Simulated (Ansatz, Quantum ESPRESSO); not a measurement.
# Band offsets of the AlP/MgS(110) superlattice, 5 + 5 layers, a = 5.493 Å, part 3 of 7

How do the band edges meet in the AlP/MgS(110) superlattice, 5 + 5 layers, a = 5.493 Å?

Quantum ESPRESSO 7.5; plane-wave DFT, LDA, GBRV ultrasoft pseudopotentials; cross-check by Ansatz 0.2.0 with PAW datasets.

So far. Step 3 (SCF with pw.x of bulk AlP): The run needed 8 iterations to bring the estimated error under 1e-07 Ry.

### Step 7. Ground state of bulk MgS

System of this step: MgS, zinc blende at a = 5.493 Å. It takes space group F-43m (No. 216, cubic). The conventional cell has a = 5.493 Å, b = 5.493 Å, c = 5.493 Å, α = 90.00°, β = 90.00°, γ = 90.00°. Mg has 4 S at 2.38 Å nearest. Nearest to S lie 4 Mg at 2.38 Å. Farther neighbours and most contacts between anions are not listed.

The input, b.in:

```
&control
  prefix = 'b'
  outdir = './out'
  pseudo_dir = './pseudo'
  calculation = 'scf'
  tprnfor = .true.
/
&system
  ibrav = 0
  nat = 4
  ntyp = 2
  ecutwfc = 40
  ecutrho = 200
  occupations = 'smearing'
  smearing = 'fd'
  degauss = 0.002
/
&electrons
  conv_thr = 1e-07
  mixing_beta = 0.5
  electron_maxstep = 120
/
ATOMIC_SPECIES
  Mg  24.3050  mg_lda_v1.4.uspp.F.UPF
  S   32.0600  s_lda_v1.4.uspp.F.UPF
CELL_PARAMETERS angstrom
  5.49300000000000 0.00000000000000 0.00000000000000
  0.00000000000000 3.88413754905771 0.00000000000000
  0.00000000000000 0.00000000000000 3.88413754905771
ATOMIC_POSITIONS crystal
  Mg  0.000000000000 0.000000000000 0.000000000000
  S   0.250000000000 0.500000000000 0.000000000000
  Mg  0.500000000000 0.500000000000 0.500000000000
  S   0.750000000000 0.000000000000 0.500000000000
K_POINTS automatic
  6 8 8 0 0 0
```

Started as:

```
$ OMP_NUM_THREADS=1 mpirun -n 4 pw.x -nk 4 -in b.in > b.out
```

What it wrote:

```text
[banner, memory and clock lines left out]
Program PWSCF v.7.5 starts

          URL

     Found identity + ( -0.5000  0.5000  0.5000) symmetry
     This is a supercell, fractional translations are disabled
     Message from routine setup:
     using ibrav=0 with symmetry is DISCOURAGED, use correct ibrav instead

     G-vector sticks info

     bravais-lattice index     =            0
     lattice parameter (alat)  =      10.3803  a.u.
     unit-cell volume          =     559.2364 (a.u.)^3
     number of atoms/cell      =            4
     number of atomic types    =            2
     number of electrons       =        32.00
     number of Kohn-Sham states=           20
     kinetic-energy cutoff     =      40.0000  Ry
     charge density cutoff     =     200.0000  Ry
     scf convergence threshold =      1.0E-07
     mixing beta               =       0.5000
     number of iterations used =            8  plain     mixing
     Exchange-correlation=  SLA  PZ   NOGX NOGC
                           (   1   1   0   0   0   0   0)

     celldm(1)=  10.380266  celldm(2)=   0.000000  celldm(3)=   0.000000
     celldm(4)=   0.000000  celldm(5)=   0.000000  celldm(6)=   0.000000

     crystal axes: (cart. coord. in units of alat)
               a(1) = (   1.000000   0.000000   0.000000 )
               a(2) = (   0.000000   0.707107   0.000000 )
               a(3) = (   0.000000   0.000000   0.707107 )

     reciprocal axes: (cart. coord. in units 2 pi/alat)
               b(1) = (  1.000000  0.000000  0.000000 )
               b(2) = (  0.000000  1.414214  0.000000 )
               b(3) = (  0.000000  0.000000  1.414214 )

     PseudoPot. # 1 for Mg read from file:
     ./pseudo/mg_lda_v1.4.uspp.F.UPF
     Pseudo is Ultrasoft, Zval = 10.0
     Generated by new atomic code, or converted to UPF format
     Using radial grid of  821 points,  7 beta functions with:
                l(1) =   0
                l(2) =   0
                l(3) =   0
                l(4) =   1
                l(5) =   1
                l(6) =   2
                l(7) =   2
     Q(r) pseudized with  8 coefficients,  rinner =    1.200   1.200   1.200
                                                       1.200   1.200

     PseudoPot. # 2 for S  read from file:
     ./pseudo/s_lda_v1.4.uspp.F.UPF
     Pseudo is Ultrasoft + core correction, Zval =  6.0
     Generated by new atomic code, or converted to UPF format
     Using radial grid of  907 points,  6 beta functions with:
                l(1) =   0
                l(2) =   0
                l(3) =   1
                l(4) =   1
                l(5) =   2
                l(6) =   2
     Q(r) pseudized with  8 coefficients,  rinner =    1.300   1.300   1.300
                                                       1.300   1.300

     atomic species   valence    mass     pseudopotential
     Mg               10.00    24.30500     Mg( 1.00)
     S                 6.00    32.06000     S ( 1.00)

      8 Sym. Ops. (no inversion) found

   Cartesian axes

     site n.     atom                  positions (alat units)
         1        Mg     tau(   1) = (   0.0000000   0.0000000   0.0000000  )
         2        S      tau(   2) = (   0.2500000   0.3535534   0.0000000  )
         3        Mg     tau(   3) = (   0.5000000   0.3535534   0.3535534  )
         4        S      tau(   4) = (   0.7500000   0.0000000   0.3535534  )

     number of k points=    60  Fermi-Dirac smearing, width (Ry)=  0.0020
                       cart. coord. in units 2pi/alat
        k(    1) = (   0.0000000   0.0000000   0.0000000), wk =   0.0052083
        k(    2) = (   0.0000000   0.0000000   0.1767767), wk =   0.0208333
        k(    3) = (   0.0000000   0.0000000   0.3535534), wk =   0.0208333
        k(    4) = (   0.0000000   0.0000000   0.5303301), wk =   0.0208333
        k(    5) = (   0.0000000   0.0000000  -0.7071068), wk =   0.0104167
        k(    6) = (   0.0000000   0.1767767   0.1767767), wk =   0.0208333
        k(    7) = (   0.0000000   0.1767767   0.3535534), wk =   0.0416667
        k(    8) = (   0.0000000   0.1767767   0.5303301), wk =   0.0416667
        k(    9) = (   0.0000000   0.1767767  -0.7071068), wk =   0.0208333
        k(   10) = (   0.0000000   0.3535534   0.3535534), wk =   0.0208333
        k(   11) = (   0.0000000   0.3535534   0.5303301), wk =   0.0416667
        k(   12) = (   0.0000000   0.3535534  -0.7071068), wk =   0.0208333
        k(   13) = (   0.0000000   0.5303301   0.5303301), wk =   0.0208333
        k(   14) = (   0.0000000   0.5303301  -0.7071068), wk =   0.0208333
        k(   15) = (   0.0000000  -0.7071068  -0.7071068), wk =   0.0052083
        k(   16) = (   0.1666667   0.0000000   0.0000000), wk =   0.0104167
        k(   17) = (   0.1666667   0.0000000   0.1767767), wk =   0.0416667
        k(   18) = (   0.1666667   0.0000000   0.3535534), wk =   0.0416667
        k(   19) = (   0.1666667   0.0000000   0.5303301), wk =   0.0416667
        k(   20) = (   0.1666667   0.0000000  -0.7071068), wk =   0.0208333
        k(   21) = (   0.1666667   0.1767767   0.1767767), wk =   0.0416667
        k(   22) = (   0.1666667   0.1767767   0.3535534), wk =   0.0833333
        k(   23) = (   0.1666667   0.1767767   0.5303301), wk =   0.0833333
        k(   24) = (   0.1666667   0.1767767  -0.7071068), wk =   0.0416667
        k(   25) = (   0.1666667   0.3535534   0.3535534), wk =   0.0416667
        k(   26) = (   0.1666667   0.3535534   0.5303301), wk =   0.0833333
        k(   27) = (   0.1666667   0.3535534  -0.7071068), wk =   0.0416667
        k(   28) = (   0.1666667   0.5303301   0.5303301), wk =   0.0416667
        k(   29) = (   0.1666667   0.5303301  -0.7071068), wk =   0.0416667
        k(   30) = (   0.1666667  -0.7071068  -0.7071068), wk =   0.0104167
        k(   31) = (   0.3333333   0.0000000   0.0000000), wk =   0.0104167
        k(   32) = (   0.3333333   0.0000000   0.1767767), wk =   0.0416667
        k(   33) = (   0.3333333   0.0000000   0.3535534), wk =   0.0416667
        k(   34) = (   0.3333333   0.0000000   0.5303301), wk =   0.0416667
        k(   35) = (   0.3333333   0.0000000  -0.7071068), wk =   0.0208333
        k(   36) = (   0.3333333   0.1767767   0.1767767), wk =   0.0416667
        k(   37) = (   0.3333333   0.1767767   0.3535534), wk =   0.0833333
        k(   38) = (   0.3333333   0.1767767   0.5303301), wk =   0.0833333
        k(   39) = (   0.3333333   0.1767767  -0.7071068), wk =   0.0416667
        k(   40) = (   0.3333333   0.3535534   0.3535534), wk =   0.0416667
[...]
k = 0.3333 0.0000 0.5303 (  2379 PWs)   bands (ev):

   -69.2331 -69.2330 -36.6801 -36.6796 -36.6773 -36.6770 -36.6767 -36.6766
    -7.3199  -7.0800   0.2488   0.5447   2.6139   3.0473   3.2392   3.2911
     8.8439   9.3247  10.3006  11.3527

          k = 0.3333 0.0000-0.7071 (  2374 PWs)   bands (ev):

   -69.2330 -69.2330 -36.6802 -36.6802 -36.6770 -36.6770 -36.6768 -36.6768
    -7.1494  -7.1494   0.1885   0.1885   2.9572   2.9572   3.2102   3.2102
     9.0660   9.0660  10.7251  10.7251

          k = 0.3333 0.1768 0.1768 (  2396 PWs)   bands (ev):

   -69.2331 -69.2330 -36.6794 -36.6779 -36.6776 -36.6772 -36.6768 -36.6764
    -7.6303  -7.1358   0.8967   1.8250   2.3018   2.7336   2.9624   3.4608
     8.7163   9.0591  10.2788  11.0024

          k = 0.3333 0.1768 0.3536 (  2391 PWs)   bands (ev):

   -69.2331 -69.2330 -36.6796 -36.6787 -36.6778 -36.6771 -36.6769 -36.6765
    -7.4724  -7.0766   0.6833   1.2353   2.1209   2.8470   2.8759   3.4019
     9.2938   9.3389  10.5383  11.1148

          k = 0.3333 0.1768 0.5303 (  2388 PWs)   bands (ev):

   -69.2330 -69.2330 -36.6800 -36.6796 -36.6776 -36.6770 -36.6770 -36.6768
    -7.2718  -7.0467   0.3506   0.6100   2.3294   2.9357   2.9796   3.1687
     9.2143   9.6646  10.0021  10.6953

          k = 0.3333 0.1768-0.7071 (  2388 PWs)   bands (ev):

   -69.2330 -69.2330 -36.6801 -36.6801 -36.6772 -36.6772 -36.6769 -36.6769
    -7.1093  -7.1093   0.2803   0.2803   2.7162   2.7162   3.0488   3.0488
     9.2898   9.2898  10.3451  10.3451

          k = 0.3333 0.3536 0.3536 (  2388 PWs)   bands (ev):

   -69.2331 -69.2330 -36.6794 -36.6789 -36.6783 -36.6774 -36.6771 -36.6767
    -7.3271  -7.0111   0.8110   1.1109   1.6193   2.4095   2.8817   3.2215
     9.3826   9.7998  10.6182  10.8552

          k = 0.3333 0.3536 0.5303 (  2380 PWs)   bands (ev):

   -69.2330 -69.2330 -36.6797 -36.6795 -36.6783 -36.6776 -36.6771 -36.6770
    -7.1468  -6.9677   0.6366   0.7512   1.6774   2.3020   2.8876   2.9207
     8.9500   9.3000  10.5725  10.9392

          k = 0.3333 0.3536-0.7071 (  2386 PWs)   bands (ev):

   -69.2330 -69.2330 -36.6798 -36.6798 -36.6778 -36.6778 -36.6772 -36.6772
    -7.0088  -7.0088   0.5242   0.5242   2.0801   2.0801   2.8231   2.8231
     8.8998   8.8998  10.6817  10.6818

          k = 0.3333 0.5303 0.5303 (  2379 PWs)   bands (ev):

   -69.2330 -69.2330 -36.6796 -36.6796 -36.6786 -36.6780 -36.6774 -36.6773
    -6.9996  -6.8984   0.7867   0.9016   1.2893   1.9548   2.5495   2.7032
     8.4908   8.8191  10.6278  10.9471

          k = 0.3333 0.5303-0.7071 (  2376 PWs)   bands (ev):

   -69.2330 -69.2330 -36.6797 -36.6797 -36.6783 -36.6783 -36.6775 -36.6775
    -6.9022  -6.9022   0.7568   0.7568   1.6879   1.6879   2.4589   2.4589
     8.4862   8.4862  10.6234  10.6235

          k = 0.3333-0.7071-0.7071 (  2372 PWs)   bands (ev):

   -69.2330 -69.2330 -36.6798 -36.6798 -36.6782 -36.6782 -36.6777 -36.6777
    -6.8560  -6.8560   0.7764   0.7764   1.7974   1.7974   2.1262   2.1262
     8.3676   8.3676  10.4413  10.4413

          k =-0.5000 0.0000 0.0000 (  2396 PWs)   bands (ev):

   -69.2331 -69.2331 -36.6783 -36.6783 -36.6769 -36.6769 -36.6769 -36.6769
    -7.4827  -7.4827   1.6456   1.6456   2.9308   2.9308   2.9308   2.9308
     8.7468   8.7468  10.0894  10.0894

          k =-0.5000 0.0000 0.1768 (  2408 PWs)   bands (ev):

   -69.2331 -69.2331 -36.6785 -36.6785 -36.6769 -36.6769 -36.6769 -36.6769
    -7.4369  -7.4369   1.3979   1.3979   2.9177   2.9177   2.9697   2.9697
     9.0018   9.0018  10.4194  10.4194

          k =-0.5000 0.0000 0.3536 (  2386 PWs)   bands (ev):

   -69.2331 -69.2331 -36.6793 -36.6793 -36.6769 -36.6769 -36.6768 -36.6768
    -7.3211  -7.3211   0.8072   0.8072   2.9964   2.9964   3.0675   3.0675
     9.2034   9.2034  10.7354  10.7354

          k =-0.5000 0.0000 0.5303 (  2378 PWs)   bands (ev):

   -69.2330 -69.2330 -36.6800 -36.6800 -36.6768 -36.6768 -36.6768 -36.6768
    -7.1969  -7.1969   0.2608   0.2608   3.1432   3.1432   3.1714   3.1714
     8.9457   8.9457  10.8859  10.8860

          k =-0.5000 0.0000-0.7071 (  2388 PWs)   bands (ev):

   -69.2330 -69.2330 -36.6804 -36.6804 -36.6768 -36.6768 -36.6768 -36.6768
    -7.1426  -7.1426   0.0467   0.0467   3.2165   3.2165   3.2165   3.2165
     8.7611   8.7611  11.1376  11.1376

          k =-0.5000 0.1768 0.1768 (  2392 PWs)   bands (ev):

   -69.2331 -69.2331 -36.6787 -36.6787 -36.6772 -36.6772 -36.6767 -36.6767
    -7.3918  -7.3918   1.2823   1.2823   2.6116   2.6116   3.1530   3.1530
     9.3729   9.3729  10.6495  10.6495

          k =-0.5000 0.1768 0.3536 (  2382 PWs)   bands (ev):

   -69.2330 -69.2330 -36.6792 -36.6792 -36.6773 -36.6773 -36.6767 -36.6767
    -7.2780  -7.2780   0.8510   0.8510   2.5089   2.5089   3.2307   3.2307
     9.7165   9.7165  10.4814  10.4814

          k =-0.5000 0.1768 0.5303 (  2388 PWs)   bands (ev):

   -69.2330 -69.2330 -36.6799 -36.6799 -36.6772 -36.6772 -36.6768 -36.6768
    -7.1562  -7.1562   0.3547   0.3547   2.6826   2.6826   3.2040   3.2040
     9.3946   9.3946  10.4667  10.4668

          k =-0.5000 0.1768-0.7071 (  2376 PWs)   bands (ev):

   -69.2330 -69.2330 -36.6802 -36.6802 -36.6771 -36.6771 -36.6769 -36.6769
    -7.1030  -7.1030   0.1506   0.1506   2.8409   2.8409   3.1262   3.1262
     9.2146   9.2146  10.4251  10.4251

          k =-0.5000 0.3536 0.3536 (  2390 PWs)   bands (ev):

   -69.2330 -69.2330 -36.6793 -36.6793 -36.6779 -36.6779 -36.6768 -36.6768
    -7.1696  -7.1696   0.8611   0.8611   1.9808   1.9808   3.1917   3.1917
     9.9056   9.9056  10.6059  10.6060

          k =-0.5000 0.3536 0.5303 (  2396 PWs)   bands (ev):

   -69.2330 -69.2330 -36.6796 -36.6796 -36.6780 -36.6780 -36.6770 -36.6770
    -7.0540  -7.0540   0.6093   0.6093   1.9604   1.9604   3.0008   3.0009
     9.5765   9.5765  10.4358  10.4358

          k =-0.5000 0.3536-0.7071 (  2396 PWs)   bands (ev):

   -69.2330 -69.2330 -36.6799 -36.6799 -36.6778 -36.6778 -36.6771 -36.6771
    -7.0037  -7.0037   0.4465   0.4465   2.1049   2.1049   2.8424   2.8424
     9.5336   9.5336  10.1533  10.1533

          k =-0.5000 0.5303 0.5303 (  2378 PWs)   bands (ev):

   -69.2330 -69.2330 -36.6795 -36.6795 -36.6785 -36.6785 -36.6773 -36.6773
    -6.9455  -6.9455   0.8639   0.8639   1.4933   1.4933   2.6415   2.6415
     9.2023   9.2023  10.9862  10.9863

          k =-0.5000 0.5303-0.7071 (  2384 PWs)   bands (ev):

   -69.2330 -69.2330 -36.6796 -36.6796 -36.6785 -36.6785 -36.6775 -36.6775
    -6.8985  -6.8985   0.8563   0.8563   1.5316   1.5316   2.3889   2.3889
     9.0962   9.0962  11.0195  11.0195

          k =-0.5000-0.7071-0.7071 (  2352 PWs)   bands (ev):

   -69.2330 -69.2330 -36.6795 -36.6795 -36.6786 -36.6786 -36.6777 -36.6777
    -6.8530  -6.8530   1.0403   1.0403   1.4545   1.4545   2.0427   2.0427
     8.9708   8.9709  11.8638  11.8638

     the Fermi energy is     4.4820 ev

!    total energy              =    -298.72231028 Ry
     estimated scf accuracy    <       0.00000002 Ry
     smearing contrib. (-TS)   =      -0.00000000 Ry
     internal energy E=F+TS    =    -298.72231028 Ry

     The total energy is F=E-TS. E is the sum of the following terms:
     one-electron contribution =    -223.11237064 Ry
     hartree contribution      =     113.05879368 Ry
     xc contribution           =     -49.98758852 Ry
     ewald contribution        =    -138.68114481 Ry

     convergence has been achieved in   8 iterations

     Forces acting on atoms (cartesian axes, Ry/au):

     atom    1 type  1   force =     0.00000000    0.00000000    0.00000000
     atom    2 type  2   force =     0.00000167    0.00000000    0.00000000
     atom    3 type  1   force =     0.00000000    0.00000000    0.00000000
     atom    4 type  2   force =    -0.00000167    0.00000000    0.00000000

     Total force =     0.000002     Total SCF correction =     0.000014
     SCF correction compared to forces is large: reduce conv_thr to get better values

     XML data file, charge density, pseudopotentials, collected wavefunctions

                                        0.00s GPU  (     652 calls)
```

It took 12 s on 4 MPI ranks of Arm Neoverse V1, shared host; peak memory 0.36 GiB.

Read from the output:

```
free energy  : -4064.3241 eV
Fermi energy : 4.482 eV
```

(Continued in part 4 of 7.)

[Logs are printed without paths, hosts, clocks, repeated set-up lines and the standing remarks that a program may print on its own settings, such as how far it seeks lower states.]

[Hosts, paths, dates, database ids (printed as entryN), source tags and the programs' standing remarks are cut or masked in the printed files.]

[Maps of the electrostatic potential energy from Ansatz leave out the sawtooth potential of an applied field or a dipole correction, so their vacuum need not be flat; planar profiles and work functions include it.]
